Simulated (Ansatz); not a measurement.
The calculation used Ansatz 0.2.0, DFT PBE, scalar-relativistic, plane waves, PAW. All cells share a 420 eV cutoff and Γ-centred k meshes spaced about 0.3 Å⁻¹ or finer (0.25 for metals, 2π included). No spin polarisation in the final relaxations.

Temperature and zero-point effects are left out. All come from trial cells, and lower structures may exist.

**Question.** Order these relaxed structures of TiAl3 by energy, lowest first, with the energy over the lowest of them.
A.

```
CELL_PARAMETERS angstrom
5.63067 0.00000 0.00000
-2.81534 4.87631 0.00000
0.00000 0.00000 9.21512
ATOMIC_POSITIONS crystal
Ti 0.33333 0.66667 0.25000
Ti 0.00000 0.00000 0.00000
Ti 0.00000 0.00000 0.50000
Ti 0.66667 0.33333 0.75000
Al 0.50000 0.50000 0.50000
Al 0.66688 0.83344 0.75000
Al 0.50000 0.00000 0.00000
Al 0.16656 0.83344 0.75000
Al 0.50000 0.00000 0.50000
Al 0.83344 0.66688 0.25000
Al 0.00000 0.50000 0.00000
Al 0.00000 0.50000 0.50000
Al 0.50000 0.50000 0.00000
Al 0.83344 0.16656 0.25000
Al 0.33312 0.16656 0.25000
Al 0.16656 0.33312 0.75000
```

B.

```
CELL_PARAMETERS angstrom
3.97967 0.00000 0.00000
0.00000 3.97967 0.00000
0.00000 0.00000 3.97967
ATOMIC_POSITIONS crystal
Ti 0.50000 0.50000 0.50000
Al 0.00000 0.50000 0.00000
Al 0.50000 0.00000 0.00000
Al 0.00000 0.00000 0.50000
```

C.

```
CELL_PARAMETERS angstrom
-1.94938 1.94938 8.33104
1.94938 -1.94938 8.33104
1.94938 1.94938 -8.33104
ATOMIC_POSITIONS crystal
Ti 0.11904 0.11904 0.00000
Ti 0.88096 0.88096 0.00000
Al 0.50000 0.00000 0.50000
Al 0.00000 0.50000 0.50000
Al 0.75000 0.25000 0.50000
Al 0.62492 0.62492 0.00000
Al 0.25000 0.75000 0.50000
Al 0.37508 0.37508 0.00000
```

D.

```
CELL_PARAMETERS angstrom
5.56919 0.00000 0.00000
-2.78460 4.82306 0.00000
0.00000 0.00000 4.73167
ATOMIC_POSITIONS crystal
Ti 0.33333 0.66667 0.25000
Ti 0.66667 0.33333 0.75000
Al 0.66745 0.83373 0.75000
Al 0.83373 0.16627 0.25000
Al 0.16627 0.33255 0.75000
Al 0.16627 0.83373 0.75000
Al 0.33255 0.16627 0.25000
Al 0.83373 0.66745 0.25000
```

**Answer.** C (0 meV/atom), B (33 meV/atom), A (66 meV/atom), D (87 meV/atom). Forms: C Ti and Al ordered on fcc sites, I4/mmm; B Cu3Au (L1_2) type, Pm-3m; A Ti and Al ordered on dhcp sites, P6_3/mmc; D Ni3Sn (D0_19) type, P6_3/mmc. Counting all near atoms (those within 1.25 times the shortest distance at each site): C has Ti 12, Al 12; B has Ti 12, Al 12; A has Ti 12, Al 12; D has Ti 12, Al 12.

Cells relaxed within their symmetry can be saddle points. Some structure types and database cells were kept out of the candidates from the start, so a known form may be missing.
